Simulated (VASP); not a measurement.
# W (Fm-3m) in VASP: further runs

Runs on W. Level: PBE. Tasks: single point.

All numbers are computed with VASP 6.6.1; they aren't measurements. Logs are shortened: lines on timing, memory, paths and dates and some standing lists are left out, and cuts for length are marked.

### 1 The structure

It takes space group Fm-3m (No. 225, cubic). The conventional cell has a = 4.060 Å, b = 4.060 Å, c = 4.060 Å, α = 90.00°, β = 90.00°, γ = 90.00°. W (site symmetry m-3m) is surrounded by 12 W at 2.87 Å.

This isn't the form of W at room conditions, which is bcc.

### 2 Single point, PBE

The input, INCAR:

```
SYSTEM = W
  PREC = Accurate
  ENCUT = 520
  EDIFF = 1E-6
  ISMEAR = 0
  SIGMA = 0.15
  LREAL = .False.
  LASPH = .True.
  NELM = 60
  ALGO = Fast
  ISIF = 2
  LWAVE = .False.
  LCHARG = .False.
  GGA = PE
  NBANDS = 13
```

The input, KPOINTS:

```
Automatic mesh
0
Gamma
  22 22 22
  0 0 0
```

The input, POSCAR:

```
W
1.0
    0.0000000000      2.0300000000      2.0300000000
    2.0300000000      0.0000000000      2.0300000000
    2.0300000000      2.0300000000      0.0000000000
W
1
Direct
    0.0000000000      0.0000000000      0.0000000000
```

Potentials or basis: VASP PAW PBE potentials, release 64 (W_sv).

Command:

```console
cat potpaw_PBE.64/W_sv/POTCAR > POTCAR
mpirun -np 1 vasp_std > vasp.out
```

OUTCAR:

```text
SYSTEM = W
   PREC = Accurate
   ENCUT = 520
   EDIFF = 1E-6
   ISMEAR = 0
   LREAL = .False.
   LASPH = .True.
   NELM = 60
   ISIF = 2
   GGA = PE

 ion  position               nearest neighbor table
   1  0.000  0.000  0.000-

  LATTYP: Found a face centered cubic cell.
 ALAT       =     4.0600000000

  Lattice vectors:

 A1 = (   0.0000000000,   2.0300000000,   2.0300000000)
 A2 = (   2.0300000000,   0.0000000000,   2.0300000000)
 A3 = (   2.0300000000,   2.0300000000,   0.0000000000)

Analysis of symmetry for initial positions (statically):
=====================================================================
 Subroutine PRICEL returns:
 Original cell was already a primitive cell.

 Routine SETGRP: Setting up the symmetry group for a
 face centered cubic supercell.

 Subroutine GETGRP returns: Found 48 space group operations
 (whereof 48 operations were pure point group operations)
 out of a pool of 48 trial point group operations.

The static configuration has the point symmetry O_h .

Analysis of symmetry for dynamics (positions and initial velocities):
=====================================================================
 Subroutine PRICEL returns:
 Original cell was already a primitive cell.

 Routine SETGRP: Setting up the symmetry group for a
 face centered cubic supercell.

 Subroutine GETGRP returns: Found 48 space group operations
 (whereof 48 operations were pure point group operations)
 out of a pool of 48 trial point group operations.

The dynamic configuration has the point symmetry O_h .

 Subroutine INISYM returns: Found 48 space group operations
 (whereof 48 operations are pure point group operations),
 and found     1 'primitive' translations

----------------------------------------------------------------------------------------

                                     Primitive cell

  volume of cell :      16.7309

  direct lattice vectors                    reciprocal lattice vectors
     0.000000000  2.030000000  2.030000000    -0.246305419  0.246305419  0.246305419
     2.030000000  0.000000000  2.030000000     0.246305419 -0.246305419  0.246305419
     2.030000000  2.030000000  0.000000000     0.246305419  0.246305419 -0.246305419

  length of vectors
     2.870853532  2.870853532  2.870853532     0.426613499  0.426613499  0.426613499

  position of ions in fractional coordinates (direct lattice)
     0.000000000  0.000000000  0.000000000

  ion indices of the primitive-cell ions
   primitive index   ion index
                 1           1

----------------------------------------------------------------------------------------

 KPOINTS: Automatic mesh

Automatic generation of k-mesh.
 Grid dimensions read from file:
 generate k-points for:   22   22   22

 Generating k-lattice:

  Cartesian coordinates                     Fractional coordinates (reciprocal lattice)
    -0.011195701  0.011195701  0.011195701     0.045454545  0.000000000  0.000000000
     0.011195701 -0.011195701  0.011195701     0.000000000  0.045454545  0.000000000
     0.011195701  0.011195701 -0.011195701     0.000000000  0.000000000  0.045454545

  Length of vectors
     0.019391523  0.019391523  0.019391523

  Shift w.r.t. Gamma in fractional coordinates (k-lattice)
     0.000000000  0.000000000  0.000000000

 Subroutine IBZKPT returns following result:
 ===========================================

 Found    328 irreducible k-points:

 Following reciprocal coordinates:
            Coordinates               Weight
  0.000000  0.000000  0.000000      1.000000
  0.045455  0.000000  0.000000      8.000000
  0.090909  0.000000  0.000000      8.000000
  0.136364  0.000000  0.000000      8.000000
  0.181818  0.000000  0.000000      8.000000
  0.227273  0.000000  0.000000      8.000000
[... 16 lines left out ...]
  0.500000  0.045455  0.000000     24.000000
 -0.454545  0.045455  0.000000     24.000000
 [... further k-points ...]
   k-points           NKPTS =    328   k-points in BZ     NKDIM =    328   number of bands    NBANDS=     13
   number of dos      NEDOS =    301   number of ions     NIONS =      1
   total plane-waves  NPLWV =  13824
   dimension x,y,z NGX =    24 NGY =   24 NGZ =   24
   dimension x,y,z NGXF=    48 NGYF=   48 NGZF=   48
   ions per type =               1
   NGX,Y,Z   is equivalent  to a cutoff of  13.90, 13.90, 13.90 a.u.
   NGXF,Y,Z  is equivalent  to a cutoff of  27.80, 27.80, 27.80 a.u.
 SYSTEM =  W
   PREC   = accura    normal or accurate (medium, high low for compatibility)
   ISTART =      0    job   : 0-new  1-cont  2-samecut
   ICHARG =      2    charge: 1-file 2-atom 10-const
   ISPIN  =      1    spin polarized calculation?
   LNONCOLLINEAR =      F non collinear calculations
   LSORBIT =      F    spin-orbit coupling
   LASPH  =      T    aspherical Exc in radial PAW
   ENCUT  =  520.0 eV  38.22 Ry    6.18 a.u.   5.34  5.34  5.34*2*pi/ulx,y,z
   NELM   =     60;   NELMIN=  2; NELMDL= -5     # of ELM steps
   EDIFF  = 0.1E-05   stopping-criterion for ELM
   LREAL  =      F    real-space projection
   EDIFFG = 0.1E-04   stopping-criterion for IOM
   NSW    =      0    number of steps for IOM
   IBRION =     -1    ionic relax: 0-MD 1-quasi-New 2-CG
   NFREE  =      0    steps in history (QN), initial steepest desc. (CG)
   ISIF   =      2    stress and relaxation
   ISYM   =      2    0-nonsym 1-usesym 2-fastsym
   POTIM  = 0.5000    time-step for ionic-motion
   TEBEG  =    0.0;   TEEND  =   0.0 temperature during run
   PSTRESS=    0.0 pullay stress
   NELECT =      14.0000    total number of electrons
   NUPDOWN=      -1.0000    fix difference up-down
   EMIN   =  10.00;   EMAX   =-10.00  energy-range for DOS
   EFERMI =   0.00;   METHOD = LEGACY
   ISMEAR =     0;   SIGMA  =   0.15  broadening in eV -4-tet -1-fermi 0-gaus
   EFERMI_NEDOS =   21; number of points for ismear=-14 and -15
   IALGO  =     68    algorithm
   IMIX   =      4    mixing-type and parameters
     AMIX     =   0.40;   BMIX     =  1.00
     AMIX_MAG =   1.60;   BMIX_MAG =  1.00
  volume/ion in A,a.u.               =      16.73       112.91
  Fermi-wavevector in a.u.,A,eV,Ry     =   1.542688  2.915258 32.380324  2.379887
  Thomas-Fermi vector in A             =   2.648457
   LORBIT       =      0    0 simple, 1 ext, 2 COOP (PROOUT), +10 PAW based schemes
   GGA     = PE    functional components
   LHFCALC =     F    Hartree Fock is set to
   AEXX    =    0.0000 exact exchange contribution
   IVDW    =     0    specifies the selected vdW correction
   LEPSILON=     F    determine dielectric tensor
   LRPA    =     F    only Hartree local field effects (RPA)
 non-spin polarized calculation
 RMM-DIIS sequential band-by-band and
 Gauss-broadening in eV      SIGMA  =   0.15
  energy-cutoff  :      520.00
  volume of cell :       16.73
 maximum number of plane-waves:       465
 NGX is ok and might be reduce to    24
   NGX = 11   NGY = 11   NGZ = 11

 number of electron      14.0000002 magnetization

 Free energy of the ion-electron system (eV)
  ---------------------------------------------------
  ext. energy  EPLUGINS =         0.00000000
  ---------------------------------------------------
  free energy    TOTEN  =       -12.47518469 eV

  energy without entropy =      -12.46042602  energy(sigma->0) =      -12.46780535

 E-fermi :  10.2368     XC(G=0): -13.3277

 val. band max:       10.2290380577   @ k =   0.2273   0.0455   0.0000
 cond. band min:      10.2475632869   @ k =  -0.3182   0.1364   0.0000
 fundamental gap:      0.0185252292
 Fermi energy:        10.2368416889

 k-point     1 :       0.0000    0.0000    0.0000
  band No.  band energies     occupation
      1     -63.4809      2.00000
      2     -27.1357      2.00000
      3     -27.1357      2.00000
      4     -27.1357      2.00000
      5       1.3350      2.00000
      6       9.6934      2.00000
      7       9.6934      2.00000
      8       9.6934      2.00000
      9      12.7338      0.00000
     10      12.7338      0.00000
     11      22.9871      0.00000
     12      28.1113      0.00000
     13      28.1113      0.00000

 k-point     2 :       0.0455    0.0000    0.0000
  band No.  band energies     occupation
      1     -63.4790      2.00000
      2     -27.1590      2.00000
      3     -27.1387      2.00000
      4     -27.1387      2.00000
      5       1.4242      2.00000
      6       9.6231      2.00000
      7       9.7356      2.00000
      8       9.7356      2.00000
      9      12.6948      0.00000
     10      12.6948      0.00000
     11      23.1680      0.00000
     12      27.6798      0.00000
     13      28.2784      0.00000

 k-point     3 :       0.0909    0.0000    0.0000
  band No.  band energies     occupation
      1     -63.4733      2.00000
      2     -27.2263      2.00000
      3     -27.1474      2.00000
      4     -27.1474      2.00000
      5       1.6858      2.00000
      6       9.4322      2.00000
      7       9.8519      1.99972
      8       9.8519      1.99972
      9      12.5967      0.00000
     10      12.5967      0.00000
     11      23.6759      0.00000
     12      26.7719      0.00000
     13      28.7683      0.00000
[... 305 lines left out ...]
 k-point    23 :       0.5000    0.0455    0.0000
  band No.  band energies     occupation
      1     -63.3830      2.00000
      2     -28.1994      2.00000
      3     -27.2944      2.00000
      4     -27.2855      2.00000
      5       4.8071      2.00000
      6       9.3548      2.00000
      7       9.5549      2.00000
      8      10.6773      0.00003
      9      15.1460      0.00000
     10      15.2565      0.00000
     11      20.1811      0.00000
     12      22.8285      0.00000
     13      28.6447      0.00000

 k-point    24 :      -0.4545    0.0455    0.0000
  band No.  band energies     occupation
      1     -63.3837      2.00000
      2     -28.1926      2.00000
      3     -27.2975      2.00000
      4     -27.2805      2.00000
      5       4.8040      2.00000
      6       9.3771      2.00000
      7       9.5543      2.00000
      8      10.6082      0.00046
      9      14.9638      0.00000
     10      15.3386      0.00000
     11      20.2636      0.00000
     12      22.8970      0.00000
     13      28.6034      0.00000

 [... further k-points ...]

------------------------ aborting loop because EDIFF is reached ----------------------------------------

  FORCE on cell =-STRESS in cart. coord.  units (eV):
  Direction    XX          YY          ZZ          XY          YZ          ZX
  --------------------------------------------------------------------------------------
  -------------------------------------------------------------------------------------
  Total       -0.4587768     -0.4587768     -0.4587768     -0.0000000     -0.0000000     -0.0000000
  in kB      -43.9333139    -43.9333139    -43.9333139     -0.0000000     -0.0000000     -0.0000000
  external PRESSURE =     -43.9333139 kB  Pullay stress =       0.0000000 kB

 VOLUME and BASIS-vectors are now :
 -----------------------------------------------------------------------------
  energy-cutoff  :      520.00
  volume of cell :       16.73
      direct lattice vectors                 reciprocal lattice vectors
     0.000000000  2.030000000  2.030000000    -0.246305419  0.246305419  0.246305419
     2.030000000  0.000000000  2.030000000     0.246305419 -0.246305419  0.246305419
     2.030000000  2.030000000  0.000000000     0.246305419  0.246305419 -0.246305419

 POSITION                                       TOTAL-FORCE (eV/Angst)
 -----------------------------------------------------------------------------------
      0.00000      0.00000      0.00000         0.000000     -0.000000      0.000000
 -----------------------------------------------------------------------------------
    total drift:                                0.000000      0.000000     -0.000000

  FREE ENERGIE OF THE ION-ELECTRON SYSTEM (eV)
  ---------------------------------------------------
  free  energy   TOTEN  =       -12.4751846872 eV

  energy  without entropy=      -12.4604260169  energy(sigma->0) =      -12.46780535
```

Run time: 55 s. Hardware: 1 thread of Intel Xeon Platinum 8375C at 2.90GHz (Ice Lake), shared host; peak memory 0.19 GiB.

Results:

```
Free energy            : -12.4752 eV
Pressure               : -4.4 GPa
Band gap on the k mesh : none (metal or under the smearing width)
```

The run has no spin-orbit coupling, so splittings on W are missing.

### 3 Single point, PBE

The input, INCAR:

```
ALGO = Normal ; EDIFF = 1E-6
ENCUT = 520 ; GGA = PE
ISIF = 2 ; ISMEAR = 0
LASPH = T ; LCHARG = F
LREAL = F ; LWAVE = F
NBANDS = 13 ; NELM = 100
PREC = Accurate ; SIGMA = 0.15
```

The input, KPOINTS:

```
k-points
0
Gamma
  20 20 20
```

POSCAR is that of step 2.

Potentials or basis: VASP PAW PBE potentials, release 64 (W_sv).

Command:

```console
cat potpaw_PBE.64/W_sv/POTCAR > POTCAR
mpirun -np 1 vasp_std > vasp.out
```

Wall time 45 s (1 thread of Intel Xeon Platinum 8375C at 2.90GHz (Ice Lake), shared host); peak memory 0.18 GiB.

Results (log left out):

```
Free energy            : -12.4738 eV
Pressure               : -4.2 GPa
Band gap on the k mesh : none (metal or under the smearing width)
```

Levels at points of the mesh, in eV from the Fermi level:
```csv
k point,band 5,band 6,band 7,band 8,band 9,band 10
"(0.00, 0.00, 0.00)",-8.89,-0.54,-0.54,-0.54,2.50,2.50
"(0.50, 0.00, 0.00)",-5.50,-0.75,-0.75,0.58,4.91,4.91
"(0.50, 0.50, 0.00)",-5.35,-4.40,2.94,4.87,5.62,5.62
```
